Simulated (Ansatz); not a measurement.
**Y2COS MXene monolayer in a perpendicular field**

What dipole does a perpendicular field induce in the Y2COS MXene monolayer? A positive field points along +c.

Calculated with Ansatz 0.2.0; plane-wave DFT, PBEsol-D3(BJ), Ansatz PAW, in the first sound run; inputs show where later runs differ.

### 1. Starting point

The cell holds 5 atoms: 1 S, 2 Y, 1 C and 1 O. Its edges and angles: a = 3.478 Å, b = 3.478 Å, c = 42.797 Å, α = 90.0°, β = 90.0°, γ = 120.0°. Vacuum lies along c.

### 2. Relaxing the slab

The starting cell is a guess, so the in-plane lattice and the atoms are relaxed first, with the slab cut off from its images along the normal.

File input.yaml:

```yaml
crystal:
  lattice:
    - [3.47776, 0.0, 0.0]
    - [-1.73888, 3.0118285083, 0.0]
    - [0.0, 0.0, 42.7972203109]
  atoms:
    - { symbol: S, position: [0.3333333333, 0.6666666667, 0.4311027648] }
    - { symbol: "Y", position: [0.6666666667, 0.3333333333, 0.4753503205] }
    - { symbol: C, position: [0.0, 0.0, 0.5074138852] }
    - { symbol: "Y", position: [0.3333333333, 0.6666666667, 0.5394774499] }
    - { symbol: O, position: [0.6666666667, 0.3333333333, 0.5688972352] }
  periodic: [true, true, false]
kpoints:
  mp_grid: { grid: [12, 12, 1] }
hamiltonian:
  xc: pbesol
  dispersion: d3bj
scf:
  occupations: { method: fermi_dirac, width: 0.05 }
  convergence: { dr2_threshold: 1.0e-09 }
relax:
  f_tol: 0.004
  max_steps: 90
  cell: {}
output:
  write_potential: true
  write_density: true
  volumetric_format: npy
```

Command:

```bash
ansatz run input.yaml --threads 4 --pin off --max-ram 6144MiB --backend cpu --events-out ev --progress --plain --runs-dir out
```

Numbers of over 12 decimals in the logs are rounded to 6 here.

What it wrote:

```text
Warning: relax.cell: scf.convergence.dr2_threshold = 1e-9 eV is looser than the 1.97846156914e-10 eV advised for a relaxation that steers and ends on the stress (1e-10 eV for each atom of the cell: 5, times the square of relax.cell.stress_2d_tol = 0.05 N/m over 15.9 Å (the atoms' height at the walk's start and 5 Å past either face), 3.145e-2 GPa, over a crystal's default 0.05). What an SCF threshold leaves in a stress goes as its square root, and in the free energy as the threshold itself, and one threshold admits the most on a small cell: [figures from the program's tests cut] Set scf.convergence.dr2_threshold to 1.97846156914e-10 eV or tighter. [rest of the remark cut]
Engine: ansatz 0.2.0, x86_64-unknown-linux-gnu
Pseudopotentials: kind: paw
Pseudopotential: S, paw, valence charge 6, recommended cutoff 420 eV (normal), S.paw.azcp
Pseudopotential: Y, paw, valence charge 11, recommended cutoff 420 eV (normal), Y.paw.azcp
Pseudopotential: C, paw, valence charge 4, recommended cutoff 420 eV (normal), C.paw.azcp
Pseudopotential: O, paw, valence charge 6, recommended cutoff 420 eV (normal), O.paw.azcp
Functional definition: PBEsol
  exchange = pbesol_x
  correlation = pbesol_c
Crystal: 5 atoms, lattice volume = 448.276 Å³
Basis set: ecut = 420 eV, 8717 PW (Γ), exchange–correlation on 48×48×576 points (8 copies of the dense FFT grid, shifted against one another)
Bands: 24, of which v1, the nominal top of the filled ones, is band 19 counted from 1 (18 counted from 0)
Symmetry: 6 space group operations
Space group: P3m1 (ITA 156), of the structure as read, at distance tolerance 7.7e-5 Å
k-points: 19 of 144 (time reversal used)
Non-local potential: S, projectors of the file, l = 0: 2, l = 1: 2, l = 2: 2
Non-local potential: Y, projectors of the file, l = 0: 3, l = 1: 2, l = 2: 2, l = 3: 1
Non-local potential: C, projectors of the file, l = 0: 2, l = 1: 2, l = 2: 1
Non-local potential: O, projectors of the file, l = 0: 2, l = 1: 2, l = 2: 1
PAW form: soft (Blöchl's): semilocal exchange-correlation on the pseudo side does not see the compensation charge
PAW frozen core: S, regenerated for the run's functional, and the local potential with it (the file was generated under x = pbe(κ = 0.804, μ = 0.219515), c = pbe(β = 0.066725))
PAW frozen core: Y, regenerated for the run's functional, and the local potential with it (the file was generated under x = pbe(κ = 0.804, μ = 0.219515), c = pbe(β = 0.066725))
PAW frozen core: C, regenerated for the run's functional, and the local potential with it (the file was generated under x = pbe(κ = 0.804, μ = 0.219515), c = pbe(β = 0.066725))
PAW frozen core: O, regenerated for the run's functional, and the local potential with it (the file was generated under x = pbe(κ = 0.804, μ = 0.219515), c = pbe(β = 0.066725))
PAW one-centre angular grid: S, 110 points (default); XC on 64 Gauss nodes
PAW one-centre angular grid: Y, 590 points (default); XC on 64 Gauss nodes
PAW one-centre angular grid: C, 110 points (default); XC on 64 Gauss nodes
PAW one-centre angular grid: O, 110 points (default); XC on 64 Gauss nodes
Initial density: superposition of atomic densities (neutral atoms: chi_scale 0, normalization atom), corrected by the library's trained network
Initial wavefunctions: pseudopotential atomic-orbital guess
Functional: x = pbesol(κ = 0.804, μ = 0.123457), c = pbesol(β = 0.046)
SCF iter   1: F=—  HF=-9285.962934 eV  |F-HF|=—  |Δ(HF+E_count)|=         —  Δρ=1.42e-2  dr2=1.89e1  ethr=1.77e-3  ⟨swp⟩=11.9  Hψ=3542  notcnv=0
preconditioner: auto → LDOS  [metal: Δε(μ)=0.029 eV  Ē_g=13.594 eV  σ=0.050 eV  W_gap=0.14  n_scr=24 (ndim 8)  ℏωp=10.2 eV  f_vac=0.782  D(μ)=4.57/eV (n_scr^D=18)  β→1.0]
SCF iter   2: F=—  HF=-9285.684431 eV  |F-HF|=—  |Δ(HF+E_count)|=   2.79e-1  Δρ=1.01e-2  dr2=6.92e-1  ethr=1.77e-3  ⟨swp⟩=3.9  Hψ=983  notcnv=0
SCF iter   3: F=—  HF=-9285.589492 eV  |F-HF|=—  |Δ(HF+E_count)|=   9.49e-2  Δρ=3.89e-3  dr2=2.96e-1  ethr=1.77e-3  ⟨swp⟩=2.5  Hψ=677  notcnv=0
SCF iter   4: F=—  HF=-9285.577992 eV  |F-HF|=—  |Δ(HF+E_count)|=   1.15e-2  Δρ=1.31e-3  dr2=3.58e-2  ethr=7.79e-4  ⟨swp⟩=2.0  Hψ=728  notcnv=0
SCF iter   5: F=—  HF=-9285.576474 eV  |F-HF|=—  |Δ(HF+E_count)|=   1.52e-3  Δρ=2.77e-4  dr2=9.77e-4  ethr=9.42e-5  ⟨swp⟩=3.1  Hψ=922  notcnv=0
SCF iter   6: F=—  HF=-9285.576642 eV  |F-HF|=—  |Δ(HF+E_count)|=   1.67e-4  Δρ=1.09e-4  dr2=8.51e-5  ethr=2.57e-6  ⟨swp⟩=2.9  Hψ=927  notcnv=0
SCF iter   7: F=—  HF=-9285.576649 eV  |F-HF|=—  |Δ(HF+E_count)|=   7.49e-6  Δρ=3.45e-5  dr2=7.46e-6  ethr=2.24e-7  ⟨swp⟩=3.2  Hψ=942  notcnv=0
SCF iter   8: F=—  HF=-9285.576652 eV  |F-HF|=—  |Δ(HF+E_count)|=   3.17e-6  Δρ=9.86e-6  dr2=1.55e-6  ethr=1.96e-8  ⟨swp⟩=3.4  Hψ=1082  notcnv=0
SCF iter   9: F=—  HF=-9285.576800 eV  |F-HF|=—  |Δ(HF+E_count)|=   1.48e-4  Δρ=5.51e-6  dr2=4.24e-7  ethr=4.09e-9  ⟨swp⟩=2.3  Hψ=669  notcnv=0
SCF iter  10: F=—  HF=-9285.576800 eV  |F-HF|=—  |Δ(HF+E_count)|=   1.95e-7  Δρ=2.02e-6  dr2=4.73e-8  ethr=1.11e-9  ⟨swp⟩=2.3  Hψ=719  notcnv=0
SCF iter  11: F=—  HF=-9285.576800 eV  |F-HF|=—  |Δ(HF+E_count)|=   3.41e-8  Δρ=7.13e-7  dr2=6.96e-9  ethr=1.25e-10  ⟨swp⟩=2.7  Hψ=914  notcnv=0
SCF iter  12: F=-9285.576800 eV  HF=-9285.576800 eV  |F-HF|=1.17e-8  |Δ(HF+E_count)|=   3.96e-8  Δρ=2.59e-7  dr2=9.62e-10  ethr=2.63e-12  ⟨swp⟩=10.5  Hψ=4139  notcnv=0
SCF 1 converged in 12 iterations: F = -9285.576800 eV  dr2 = 9.62e-10
  greatest PAW one-centre occupation: 0.993 electrons in one spin orbital (limit 2), on the Y atom at site 3 (counted from 0), in its partial waves of l = 0
relax step   1: F+E_penalty+E_count = -9285.57680020 eV  Δ(F+E_penalty+E_count) = +0.000e0 eV  max|allowed force component| = 5.402e0 eV/Å  Δτ_max = 0.0000 Å  P = +1.263 N/m  Ω = 448.276 Å³  fix = [c, alpha, beta]  reactions: c +0.000 N/m  (12 SCF iters, accepted)
Crystal: 5 atoms, lattice volume = 449.701 Å³
Basis set: ecut = 420 eV, 8729 PW (Γ), exchange–correlation on 48×48×576 points (8 copies of the dense FFT grid, shifted against one another)
Initial density: handed on by an earlier stage of this run
Initial wavefunctions: those handed on with the density
SCF iter   1: F=—  HF=-9287.376440 eV  |F-HF|=—  |Δ(HF+E_count)|=         —  Δρ=2.05e-2  dr2=7.72e0  ethr=3.10e-3  ⟨swp⟩=18.4  Hψ=3539  notcnv=0
preconditioner: auto → LDOS  [metal: Δε(μ)=0.057 eV  Ē_g=13.992 eV  σ=0.050 eV  W_gap=0.26  n_scr=24 (ndim 8)  ℏωp=10.2 eV  f_vac=0.780  D(μ)=3.35/eV (n_scr^D=14)  β→1.0]
SCF iter   2: F=—  HF=-9287.051831 eV  |F-HF|=—  |Δ(HF+E_count)|=   3.25e-1  Δρ=1.36e-2  dr2=4.82e0  ethr=3.10e-3  ⟨swp⟩=4.4  Hψ=1118  notcnv=0
[...]
[... from here on, the SCF cycles and remarks between the steps are left out ...]
relax step   4: F+E_penalty+E_count = -9287.12611615 eV  Δ(F+E_penalty+E_count) = -4.482e-2 eV  max|allowed force component| = 1.444e-1 eV/Å  Δτ_max = 0.0364 Å  P = +0.367 N/m  Ω = 467.551 Å³  energy of the carried Pulay correction = -4.656e-3 eV  fix = [c, alpha, beta]  reactions: c +0.000 N/m  (11 SCF iters, accepted)
relax step   5: F+E_penalty+E_count = -9287.12700416 eV  Δ(F+E_penalty+E_count) = -8.880e-4 eV  max|allowed force component| = 7.942e-2 eV/Å  Δτ_max = 0.0053 Å  P = +0.169 N/m  Ω = 468.792 Å³  energy of the carried Pulay correction = -4.949e-3 eV  fix = [c, alpha, beta]  reactions: c +0.000 N/m  (10 SCF iters, accepted)
relax step   6: F+E_penalty+E_count = -9287.12728009 eV  Δ(F+E_penalty+E_count) = -2.759e-4 eV  max|allowed force component| = 1.477e-2 eV/Å  Δτ_max = 0.0049 Å  P = -0.030 N/m  Ω = 470.074 Å³  energy of the carried Pulay correction = -5.251e-3 eV  fix = [c, alpha, beta]  reactions: c -0.000 N/m  (10 SCF iters, accepted)
relax step   7: F+E_penalty+E_count = -9287.12733950 eV  Δ(F+E_penalty+E_count) = -5.941e-5 eV  max|allowed force component| = 7.006e-3 eV/Å  Δτ_max = 0.0011 Å  P = +0.009 N/m  Ω = 469.900 Å³  energy of the carried Pulay correction = -5.210e-3 eV  fix = [c, alpha, beta]  reactions: c +0.000 N/m  (7 SCF iters, accepted)
relax step   8: F+E_penalty+E_count = -9287.12738048 eV  Δ(F+E_penalty+E_count) = -4.098e-5 eV  max|allowed force component| = 6.961e-3 eV/Å  Δτ_max = 0.0034 Å  P = -0.004 N/m  Ω = 469.729 Å³  energy of the carried Pulay correction = -5.170e-3 eV  fix = [c, alpha, beta]  reactions: c -0.000 N/m  (8 SCF iters, accepted)
relax step   9: F+E_penalty+E_count = -9287.12737195 eV  Δ(F+E_penalty+E_count) = +8.528e-6 eV  max|allowed force component| = 2.320e-4 eV/Å  Δτ_max = 0.0015 Å  P = +0.002 N/m  Ω = 469.800 Å³  energy of the carried Pulay correction = -5.187e-3 eV  fix = [c, alpha, beta]  reactions: c +0.000 N/m  (8 SCF iters, accepted)
relax step  10: F+E_penalty+E_count = -9287.13418771 eV  Δ(F+E_penalty+E_count) = -6.816e-3 eV  max|allowed force component| = 3.202e-4 eV/Å  Δτ_max = 0.0000 Å  P = +0.116 N/m  Ω = 469.800 Å³  fix = [c, alpha, beta]  reactions: c +0.000 N/m  stress off target by 1.16e-1 N/m on what of the cell is left free  SCF on the basis re-selected at this cell (its energy is not comparable with the rows above)  (6 SCF iters)
relax step  11: F+E_penalty+E_count = -9287.13408746 eV  Δ(F+E_penalty+E_count) = +1.003e-4 eV  max|allowed force component| = 2.573e-3 eV/Å  Δτ_max = 0.0027 Å  P = -0.002 N/m  Ω = 470.500 Å³  energy of the carried Pulay correction = -1.617e-4 eV  fix = [c, alpha, beta]  reactions: c -0.000 N/m  (8 SCF iters, accepted)
iter 1 solved again at ethr=3.36e-7 eV; its pass at ethr=3.10e-3 eV (dr2=1.28e-4 eV) is discarded
SCF iter   1: F=—  HF=-9287.133971 eV  |F-HF|=—  |Δ(HF+E_count)|=         —  Δρ=8.26e-6  dr2=3.00e-8  ethr=3.36e-7  ⟨swp⟩=5.3  Hψ=5345  notcnv=0
eigensolver tolerance schedule: the retry pair's looser diagonalisation over-reported the residual by 4258.61 of it (diagonalisation noise at 0.86 of the residual, at the tolerance the schedule requests for it); recorded, not acted on — ethr = c·dr2/N_el stays at c = 1.0e-1
preconditioner: auto → LDOS  [metal: Δε(μ)=0.036 eV  Ē_g=13.932 eV  σ=0.050 eV  W_gap=0.17  n_scr=24 (ndim 8)  ℏωp=10.0 eV  f_vac=0.788  D(μ)=4.37/eV (n_scr^D=16)  β→1.0]
SCF iter   2: F=—  HF=-9287.134220 eV  |F-HF|=—  |Δ(HF+E_count)|=   2.49e-4  Δρ=3.20e-6  dr2=3.40e-8  ethr=7.90e-11  ⟨swp⟩=5.6  Hψ=1817  notcnv=0
SCF iter   3: F=-9287.134220 eV  HF=-9287.134220 eV  |F-HF|=1.66e-8  |Δ(HF+E_count)|=   2.09e-8  Δρ=4.89e-7  dr2=9.01e-10  ethr=2.63e-12  ⟨swp⟩=17.6  Hψ=5005  notcnv=0
SCF 12 converged in 3 iterations: F = -9287.134220 eV  dr2 = 9.01e-10
relax step  12: F+E_penalty+E_count = -9287.13422012 eV  Δ(F+E_penalty+E_count) = -1.327e-4 eV  max|allowed force component| = 2.575e-3 eV/Å  Δτ_max = 0.0000 Å  P = -0.001 N/m  Ω = 470.500 Å³  fix = [c, alpha, beta]  reactions: c -0.000 N/m  stress off target by 6.03e-4 N/m on what of the cell is left free  SCF on the basis re-selected at this cell (its energy is not comparable with the rows above)  (3 SCF iters)
basis re-selected at this cell: Δ(F+E_penalty+E_count) = -1.327e-4 eV, ΔP = +0.001 N/m vs the last step (what re-selecting the basis moved, of the pressure what is left beyond the Pulay correction that the steps carried, after the strain that the cell walked since its last selection, with what the two solves' SCF thresholds leave and, on support functions, any second-order correction that the steps lacked; it is no m [...]
WARN: The output density's exchange-correlation potential varies sharply where the density is thin. Do not read a vacuum level from v_tot or v_xc, or from such a field of the output density. On a cell that repeats whose density bears no net charge and no dipole along the vacuum's axis use v_es (v_loc + v_h of the components); under efield.dipole_correction with no amplitude use v_es + v_field, which holds any externa [...]
SCF converged after 3 iterations
Free energy (F): -9287.134220 eV
Harris-Foulkes:  -9287.134220 eV  (|F-HF|=1.66e-8)
Internal energy: -9287.099041 eV  (E = F + TS)
E sigma→0 (E₀):  -9287.116631 eV
Entropy (-TS):   -0.035179 eV (-7.036 meV/atom)
Fermi energy:    -6.043182 eV
--- Per-component energies (eV) ---
  E_band       = -738.547858
  E_kinetic    = 979.431406
  E_local      = -101379.376076  (includes V_loc(G=0)·N_el)
  E_nonlocal   = 207.259626
  E_hartree    = 50123.835108
  E_xc         = -561.400551
  E_vxc        = -638.164249  (∫ρ·V_xc dr)
  E_paw        = -6377.703286  (= ΣΔE_a)
  E_vpaw       = -155.370965  (= ΣTr[D̂ρ^β])
  E_aug_tail   = 0.002442  (compensation charges beyond the density's cutoff)
  E_ewald      = 47721.353899
  E_disp       = -0.917493  (pairwise vdW)
  E_core_change = 0.415883  (= ΣΔE_core)
  E_smearing   = -0.035179  (= −TS)
  E_closure    = -0.000000  (closes the sum)
  Σ components = -9287.134220   (vs F -9287.134220, Δ=0.00e0)
--- Forces (eV/Å), atoms counted from 1 ---
  atom   1  S      0.00000000     0.00000000     0.00090694
  atom   2  Y      0.00000000     0.00000000    -0.00098372
  atom   3  C      0.00000000     0.00000000    -0.00000881
  atom   4  Y     -0.00000000     0.00000000     0.00257150
  atom   5  O     -0.00000000     0.00000000    -0.00250150
  max |Σ_I F_I| component: 1.56e-5 eV/Å
--- 2D stress c σ (N/m, compression-positive) ---
       -0.000603       0.000000       0.000000
       -0.000000      -0.000603       0.000000
        0.000000       0.000000      -0.000000
  P = ½ c Tr σ = -0.0006 N/m
--- Band table (eV; the first three rows and the last of 19) ---
  k-point 0: bands = [... 15 lower, -6.8344, -6.8344, -6.1312, -5.0793, -5.0793, -2.1848, -1.8394, -1.8394, ... 1 higher]
  k-point 1: bands = [... 15 lower, -7.0970, -6.8151, -5.9104, -5.4690, -5.2118, -2.2060, -1.8536, -1.6607, ... 1 higher]
  k-point 2: bands = [... 15 lower, -7.3739, -6.7854, -6.3421, -5.7008, -5.4854, -2.5474, -1.5941, -1.4559, ... 1 higher]
  k-point 18: bands = [... 15 lower, -7.8799, -7.5148, -7.2251, -6.7620, -6.3946, -2.0954, -1.0606, -0.9529, ... 1 higher]
  the weakly bound empty levels are not read free of the cell's end (no_gap_told)
--- Relaxed structure (10 steps of the walk, 10 accepted, 2 SCFs on fresh bases) ---
  F+E_penalty+E_count = -9287.13422012 eV   max|allowed force component| = 2.575e-3 eV/Å   (the final SCF, on the basis selected at the relaxed cell)
  cell:  # Å, volume = 470.5004 Å³
    - [3.562927, 0, 0]
    - [-1.781463, 3.085585, 0]
    - [0, 0, 42.7972203109]
  atoms:
    - { symbol: S, position: [0.333333, 0.666667, 0.435227] }
    - { symbol: Y, position: [0.666667, 0.333333, 0.473489] }
    - { symbol: C, position: [-2.2302194084637464e-18, 0, 0.504965] }
    - { symbol: Y, position: [0.333333, 0.666667, 0.546187] }
    - { symbol: O, position: [0.666667, 0.333333, 0.562374] }
```

Elapsed: 51 s, on 4 threads of Intel Xeon Platinum 8488C (Sapphire Rapids), shared host; peak memory 0.89 GiB; 3.2 min of CPU time.

Step by step:

```
step  energy less that of the first step (eV)  largest force component (eV/Å)  volume (Å³)
   1                                   0.0000                          5.4016       448.28
   2                                  -1.2357                          2.4076       449.70
   3                                  -1.5045                          0.6769       457.71
   4                                  -1.5493                          0.1444       467.55
   5                                  -1.5502                          0.0794       468.79
   6                                  -1.5505                          0.0148       470.07
   7                                  -1.5505                          0.0070       469.90
   8                                  -1.5506                          0.0070       469.73
   9                                  -1.5506                          0.0002       469.80
 10*                                  -1.5574                          0.0003       469.80
  11                                  -1.5573                          0.0026       470.50
 12*                                  -1.5574                          0.0026       470.50
```

Relaxation steps marked * repeat the geometry before them on a plane-wave basis chosen anew for their cell, so energy and pressure can jump there.

The run keeps the 6 symmetry operations that it works with, so distortions that break them were not tested.

```
cell as run  before  after  change
      a (Å)   3.478  3.563  +2.4 %
      b (Å)   3.478  3.563  +2.4 %
```

The atoms that moved most (Å, along periodic axes as changes of fractional coordinates times the final cell, across vacuum about the mean position):

```
atom     dx     dy      dz  length
  Y4  0.000  0.000   0.287   0.287
  O5  0.000  0.000  -0.279   0.279
  S1  0.000  0.000   0.177   0.177
  C3  0.000  0.000  -0.105   0.105
  Y2  0.000  0.000  -0.080   0.080
```

Final coordinates:

```xyz
5
Lattice="3.5629 0.0000 0.0000 -1.7815 3.0856 0.0000 0.0000 0.0000 42.7972" Properties=species:S:1:pos:R:3
S     0.0000    2.0571   18.6265
Y     1.7815    1.0285   20.2640
C     0.0000    0.0000   21.6111
Y     0.0000    2.0571   23.3753
O     1.7815    1.0285   24.0680
```

This step gave:

```
energy at zero smearing : -9287.1166 eV
```

The lattice constant a goes from 3.478 to 3.563 Å.

(Continued in part 2 of 4.)

[Logs are printed without paths, hosts, clocks, repeated set-up lines and the standing remarks that a program may print on its own settings, such as how far it seeks lower states.]

[Hosts, paths, dates, database ids (printed as entryN), source tags and the programs' standing remarks are cut or masked in the printed files.]

[Maps of the electrostatic potential energy from Ansatz leave out the sawtooth potential of an applied field or a dipole correction, so their vacuum need not be flat; planar profiles and work functions include it.]
